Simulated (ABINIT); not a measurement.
The system is V.

```
V
1.0
    -1.51435    1.51435    1.51435
     1.51435   -1.51435    1.51435
     1.51435    1.51435   -1.51435
V
1
Direct
  0.00000 0.00000 0.00000
```

Base run:

```yaml
Program: ABINIT 10.8.3 (patched build)
Functional: PBE
Potentials_or_basis: JTH PAW PBE v2.0
Cutoff: 408 eV
k_mesh: 12 × 12 × 12
Occupations: cold (ABINIT), width 0.1 eV
Spin: collinear spin, ferromagnetic start
Starting_moments: "[2.0] μB"
```

Its results: band gap on the k mesh none (metal or under the smearing width); pressure -4.8 GPa; net moment 0.12 μB per cell.

The run is repeated on the same cell with these changes: occupations from cold (ABINIT), width 0.1 eV to gaussian, width 0.1 eV. What comes out?

Band gap on the k mesh none (metal or under the smearing width); pressure -4.9 GPa; net moment 0.00 μB per cell.
